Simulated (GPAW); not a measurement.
# Bi (P2/m) in GPAW: further runs

Runs on Bi. Level: PBEsol. Tasks: band structure.

Everything below comes from runs of GPAW 26.7.0. Logs are shortened: lines on timing, memory, paths and dates and some standing lists are left out, and cuts for length are marked. The log counts tension as positive stress, the text compression.

### Step 1. The structure

Symmetry: P2/m, No. 10, monoclinic system. Conventional cell: a = 3.238 Å, b = 3.222 Å, c = 6.444 Å, α = 90.00°, β = 90.72°, γ = 90.00°. Around Bi (site symmetry m) lie 6 Bi at 3.22 to 3.24 Å.

This isn't the form of Bi at room conditions, which is rhombohedral.

### Step 2. Band structure, PBEsol

The input, run.py:

```python
from ase import Atoms
from ase.dft.bandgap import bandgap
from ase.io import write
from ase.units import GPa
from gpaw import GPAW, PW, setup_paths

setup_paths.insert(0, '.')

atoms = Atoms(['Bi', 'Bi'],
              cell=[[3.238376246, 0.0, 0.0],
                    [0.0, 3.22164332, 0.0],
                    [-0.0804548793, 0.0, 6.4438887882]],
              scaled_positions=[[0.54424725, 0.0, 0.74957789],
                                [0.45575275, 0.0, 0.25042211]],
              pbc=True)

calc = GPAW(mode=PW(600),
            xc='PBEsol',
            kpts={'size': (8, 8, 4), 'gamma': True},
            occupations={'name': 'fermi-dirac', 'width': 0.05},
            nbands=25,
            convergence={'density': 1e-05, 'energy': 1e-05},
            maxiter=150,
            txt='gpaw.txt')
atoms.calc = calc
energy = atoms.get_potential_energy()
forces = atoms.get_forces()
stress = atoms.get_stress()
calc.write('gs.gpw')
write('result.traj', atoms)
print(f'Energy: {energy:.6f} eV')
print('Forces (eV/A):')
print(forces.round(4))
print('Stress (GPa):', (stress / GPa).round(3))
print('Fermi level:', round(calc.get_fermi_level(), 4), 'eV')
print(f'Gap: {bandgap(calc)[0]:.4f} eV, direct: {bandgap(calc, direct=True)[0]:.4f} eV')

path = atoms.cell.bandpath('GYHCEM1AXH1,MDZ,YD', npoints=60, eps=1e-4)
bs_calc = calc.fixed_density(kpts=path, symmetry='off', nbands=40,
                             convergence={'bands': 'CBM+6.0', 'eigenstates': 1e-6}, txt='bands.txt')
bs = bs_calc.band_structure()
bs.write('bs.json')
print(f'Gap on the path: {bandgap(bs_calc)[0]:.4f} eV')
```

Potentials or basis: PAW data sets generated in the run's folder for this functional, pw.

The run is started by

```bash
$ gpaw-setup -f PBEsol Bi
$ OMP_NUM_THREADS=1 python run.py
```

gpaw.txt:

```text
__  _  _
 | _ |_)|_||  |
 |__||  | ||/\| - 26.7.0

Input parameters:
  mode=PW(ecut=600.0),
  convergence={'density': 1e-05, 'energy': 1e-05},
  kpts=MonkhorstPack(size=(8, 8, 4), gamma=True),
  maxiter=150,
  nbands=25,
  occupations=Occupations(name='fermi-dirac', width=0.05),
  xc=XC(name='PBEsol')

Diagonalizing LCAO Hamiltonian
Converting LCAO to pw mode

       Bi

       Bi

Atoms  # Å, Bohr magnetons
|   | symbol |        x |        y |        z |    initial magnetic moments |
|---|--------|----------|----------|----------|-----------------------------|
| 0 |     Bi | 1.702170 | 0.000000 | 4.830197 | ( 0.0000,  0.0000,  0.0000) |
| 1 |     Bi | 1.455751 | 0.000000 | 1.613692 | ( 0.0000,  0.0000,  0.0000) |

Unit cell  # Å
| periodic |         x |        y |        z |  lengths |    angles |
|----------|-----------|----------|----------|----------|-----------|
|      yes |  3.238376 | 0.000000 | 0.000000 | 3.238376 | 90.000000 |
|      yes |  0.000000 | 3.221643 | 0.000000 | 3.221643 | 90.715327 |
|      yes | -0.080455 | 0.000000 | 6.443889 | 6.444391 | 90.000000 |

Number of symmetries: 4
Symmetry operations  # r_c * U_cc + t_c -> r_c
|   | kind |            matrix            |
|---|------|------------------------------|
| 0 |  E   |  1, 0, 0,  0, 1, 0,  0, 0, 1 |
| 1 |  σ   |  1, 0, 0,  0,-1, 0,  0, 0, 1 |
| 2 |  C2  | -1, 0, 0,  0, 1, 0,  0, 0,-1 |
| 3 |  i   | -1, 0, 0,  0,-1, 0,  0, 0,-1 |

BZ-sampling:
  Number of BZ points: 256
  Number of IBZ points: 90

  Monkhorst-Pack size: [8, 8, 4]
  Monkhorst-Pack shift: [0.0625, 0.0625, 0.125]

K-points  # in reciprocal-cell coordinates
|     |                                coordinates |     weight |
|-----|--------------------------------------------|------------|
|   0 | (  0.00000000,   0.00000000,   0.00000000) | 0.00390625 |
|   1 | (  0.00000000,   0.00000000,   0.25000000) | 0.00781250 |
|   2 | (  0.00000000,   0.00000000,   0.50000000) | 0.00390625 |
|   3 | (  0.00000000,   0.12500000,   0.00000000) | 0.00781250 |
|   4 | (  0.00000000,   0.12500000,   0.25000000) | 0.01562500 |
|   5 | (  0.00000000,   0.12500000,   0.50000000) | 0.00781250 |
|   6 | (  0.00000000,   0.25000000,   0.00000000) | 0.00781250 |
|   7 | (  0.00000000,   0.25000000,   0.25000000) | 0.01562500 |
|   8 | (  0.00000000,   0.25000000,   0.50000000) | 0.00781250 |
|   9 | (  0.00000000,   0.37500000,   0.00000000) | 0.00781250 |
| ... |                                            |            |
|  89 | (  0.50000000,   0.50000000,   0.50000000) | 0.00390625 |

Plane wave coefficients: 2285
Cutoff: 600.0 eV

Spin-components: 1 (collinear spins)
Bands:           25
Projectors:      12
Spin-degeneracy: 2
Datatype:        complex128

Parallelization:
  kpt:    1
  domain: 1
  band:   1

Density:
  Valence electrons: 30.0
  Components: 1
  Grid points: [20 20 40]
  Charge: 0.0  # |e|

Potential:
  Grid points: [20 20 40]

species:
  Bi:
    name:    Bismuth
    Z:       83.0
    valence: 15
    core:    68
    charge:  0.0  # [|e|]
    compensation charges:
      type: gauss
      rc: 0.38  # [Å]
      lmax: 2
    cutoffs:
      filter: 2.23  # [Å]
      core: 2.33  # [Å]
    projectors
    | kind |    occ | energy [eV] | rcut [Å] |
    |------|--------|-------------|----------|
    |   6s |  2.000 |     -14.443 |    1.286 |
    |   6p |  3.000 |      -4.606 |    1.275 |
    |   5d | 10.000 |     -27.097 |    1.349 |
    |    s |        |      12.769 |    1.286 |
    |    p |        |      22.605 |    1.275 |
    |    d |        |       0.114 |    1.349 |

    Using partial waves for Bi as LCAO basis

Reference energy: -1169387.792455  # eV

eigensolver:
  PPCG
  Converge bands: occupied
  niter=2

density mixing:
  MSR1-Mixer
  Pratt-step length: 0.05
  Maximum mixing coefficient: 0.75
  Old densities: 10
  SVD Regularization: 0.005
  Good broyden scale: 1.0
  Trust region scale: 1.0
  Backstep threshold: 4.0
  History deletion threshold: 6.0
  Fourier metric: weight=20.0, sigma=0.015

occupation numbers:
  Fermi-Dirac:
    width: 0.0500  # eV

poisson solver:
  ecut: 4800.0  # eV

xc functional:
  name: PBEsol with 2 nearest neighbor stencil

convergence criteria:
- Maximum integral of absolute [dens]ity change: 1e-05 electrons / valence electron
- Maximum [total energy] change in last 3 cyles: 1e-05 eV / valence electron
- Maximum integral of absolute [eigenst]ate change: 4e-08 eV^2 / valence electron
maximum number of iterations: 150

SCF iterations
|iter     | |      energy | eigst |  dens |
|---------|-|-------------|-------|-------|
|iter:   1| |  -10.108131 | -0.35 |       |
|iter:   2| |  -10.113847 | -2.65 | -1.79 |
|iter:   3| |  -10.119019 | -3.25 | -1.82 |
|iter:   4| |  -10.124332 | -3.59 | -2.18 |
|iter:   5| |  -10.125671 | -4.09 | -2.61 |
|iter:   6| |  -10.125675 | -6.00 | -3.44 |
|iter:   7| |  -10.125678c| -6.81 | -4.07 |
|iter:   8| |  -10.125680c| -7.23 | -4.41 |
|iter:   9| |  -10.125680c| -7.24 | -4.84 |
|iter:  10| |  -10.125680c| -8.45c| -5.57c|

Converged in 10 steps
Energy contributions relative to reference atoms: (reference = -1169387.792455)

Energy contributions:
  Kinetic:          30.517167
  Coulomb:         -28.152161
  Zero:             -2.932705
  External:          0.000000
  Xc:               -9.550843
  Entropy:          -0.014277
  Spinorbit:         0.000000
  ----------------------------
  Free energy:     -10.132819
  Extrapolated:    -10.125680

dipole moment: (0.000002, -25.102480, 0.000003)  # |e|*Ang

Fermi level: 6.371
Eigenvalues  # (at kpt = [0.000, 0.000, 0.000])
| band index |      eig [eV] | occ [0-2] |
|------------|---------------|-----------|
|          0 |       -16.698 |     2.000 |
|        ... |               |           |
|          5 |       -16.421 |     2.000 |
|          6 |       -16.365 |     2.000 |
|          7 |       -16.355 |     2.000 |
|          8 |       -16.353 |     2.000 |
|          9 |       -16.347 |     2.000 |
|         10 |        -6.743 |     2.000 |
|         11 |        -4.756 |     2.000 |
|         12 |         1.309 |     2.000 |
|         13 |         9.593 |     0.000 |
|         14 |         9.636 |     0.000 |
|         15 |         9.656 |     0.000 |
|         16 |        11.207 |     0.000 |
|         17 |        11.613 |     0.000 |
|         18 |        12.924 |     0.000 |
|         19 |        14.298 |     0.000 |
|         20 |        14.447 |     0.000 |
|        ... |               |           |
|         24 |        16.890 |     0.000 |

No gap
No difference between direct/indirect transitions

Forces  # eV/Ang
|        x |       y |        z |
|----------|---------|----------|
|  0.00105 | 0.00000 | -0.01256 |  # Bi   0
| -0.00105 | 0.00000 |  0.01256 |  # Bi   1

Stress tensor  # eV/Ang^3
|        x |         y |        z |
|----------|-----------|----------|
| 0.004529 |  0.000000 | 0.000699 |
| 0.000000 | -0.000155 | 0.000000 |
| 0.000699 |  0.000000 | 0.006018 |

# Writing to gs.gpw (mode='')
```

Wall time 1.9 min (1 thread of Arm Neoverse V1, shared host); peak memory 0.39 GiB.

Results:

```
Free energy             : -10.1328 eV
Pressure                : -0.6 GPa
Largest force           : 0.013 eV/Å
Band gap along the path : none (metal or under the smearing width)
```

Forces on the atoms (eV/Å):
```
Bi   0.001  0.000 -0.013
Bi  -0.001  0.000  0.013
```

Levels at the corners of the path, in eV from the Fermi level:
| point | band 11 | band 12 | band 13 | band 14 | band 15 | band 16 | band 17 | band 18 | band 19 | band 20 |
| --- | --- | --- | --- | --- | --- | --- | --- | --- | --- | --- |
| Γ | -13.11 | -11.13 | -5.06 | 3.22 | 3.26 | 3.28 | 4.84 | 5.24 | 6.55 | 7.93 |
| Y | -12.36 | -12.33 | -1.82 | -1.78 | 3.91 | 4.00 | 4.10 | 4.12 | 7.65 | 7.72 |
| H | -10.44 | -10.36 | -4.35 | -4.28 | 0.10 | 0.38 | 5.25 | 5.49 | 6.04 | 6.12 |
| C | -10.42 | -10.38 | -4.33 | -4.30 | 0.19 | 0.28 | 5.34 | 5.39 | 6.06 | 6.10 |
| E | -8.43 | -8.39 | -2.44 | -2.42 | -2.41 | -2.39 | 2.17 | 2.27 | 3.40 | 3.43 |
| M1 | -8.45 | -8.37 | -2.46 | -2.44 | -2.39 | -2.37 | 2.08 | 2.37 | 3.37 | 3.45 |
| A | -9.15 | -7.21 | -3.17 | -3.09 | -1.42 | -1.39 | -1.25 | 2.71 | 4.94 | 5.26 |
| X | -11.14 | -9.24 | -5.02 | -3.21 | -3.08 | 2.35 | 5.23 | 5.49 | 7.20 | 9.84 |
| H1 | -10.44 | -10.36 | -4.35 | -4.28 | 0.10 | 0.38 | 5.25 | 5.49 | 6.04 | 6.12 |
| M | -8.45 | -8.37 | -2.46 | -2.44 | -2.39 | -2.37 | 2.08 | 2.37 | 3.37 | 3.45 |
| D | -10.37 | -10.34 | -4.30 | -4.28 | 0.22 | 0.25 | 5.40 | 5.40 | 5.92 | 6.01 |
| Z | -11.11 | -9.14 | -5.07 | -3.15 | -3.13 | 2.67 | 5.19 | 5.23 | 6.90 | 9.78 |
| Y | -12.36 | -12.33 | -1.82 | -1.78 | 3.91 | 4.00 | 4.10 | 4.12 | 7.65 | 7.72 |
| D | -10.37 | -10.34 | -4.30 | -4.28 | 0.22 | 0.25 | 5.40 | 5.40 | 5.92 | 6.01 |

Caveat: spin-orbit coupling is left out, which moves the levels of the heavy elements.

### Step 3. Band structure, PBEsol, spin-orbit coupling, no magnetisation

run.py: that of step 2 with these lines changed.

```diff
@@ -1 +1,2 @@
+import numpy as np
 from ase import Atoms
@@ -5,2 +6,3 @@
 from gpaw import GPAW, PW, setup_paths
+from gpaw.spinorbit import soc_eigenstates
 
@@ -43 +45,7 @@
 print(f'Gap on the path: {bandgap(bs_calc)[0]:.4f} eV')
+
+soc = soc_eigenstates(bs_calc, theta=90, phi=45)
+np.savetxt('soc_bands.dat', soc.eigenvalues(), fmt='%.4f')
+mesh = soc_eigenstates('gs.gpw', theta=90, phi=45)
+np.savetxt('soc_mesh.dat', mesh.eigenvalues(), fmt='%.4f')
+print('Fermi level with spin-orbit coupling:', round(mesh.fermi_level, 4), 'eV')
```

Potentials or basis: PAW data sets generated in the run's folder for this functional, pw.

The run is started by

```bash
$ gpaw-setup -f PBEsol Bi
$ OMP_NUM_THREADS=1 python run.py
```

Wall time 1.9 min (1 thread of Arm Neoverse V1, shared host); peak memory 0.44 GiB.

The run converged. Its results:

```
Free energy             : -10.1328 eV
Pressure                : -0.6 GPa
Largest force           : 0.013 eV/Å
Band gap along the path : none (metal or under the smearing width)
```

Forces in eV/Å, atoms in the order of the input:
```
Bi   0.001  0.000 -0.013
Bi  -0.001  0.000  0.013
```

Stress tensor (GPa, compression positive):
```
-0.73  0.00 -0.11
 0.00  0.02  0.00
-0.11  0.00 -0.96
```

Levels at the corners of the path, in eV from the Fermi level:
```
point  band 28  band 29  band 30  band 31  band 32  band 33
    Γ     0.71     3.52     3.55     4.31     4.31     4.35
    Y    -2.19     2.84     2.84     2.89     2.89     5.18
    H    -4.59    -0.04    -0.04     0.21     0.21     5.14
    C    -4.61     0.04     0.04     0.12     0.12     5.21
    E    -3.64    -1.62    -1.62    -1.60    -1.59     2.40
   M1    -3.63    -1.64    -1.64    -1.57    -1.57     2.31
    A    -3.33    -2.39    -2.38    -0.46    -0.46    -0.35
    X    -4.22    -2.40    -2.40     2.25     2.25     3.95
   H1    -4.59    -0.04    -0.04     0.21     0.21     5.14
    M    -3.62    -1.64    -1.64    -1.57    -1.56     2.32
    D    -4.59     0.07     0.07     0.10     0.10     5.23
    Z    -4.21    -2.39    -2.39     2.68     2.68     3.62
    Y    -2.19     2.84     2.84     2.89     2.89     5.18
    D    -4.59     0.07     0.07     0.10     0.10     5.23
```

Caveat: spin-orbit coupling was added after a scalar SCF, so levels and gaps hold it while energy, forces, pressure and moments don't; this program's spin-orbit splittings come out too wide for heavy elements.
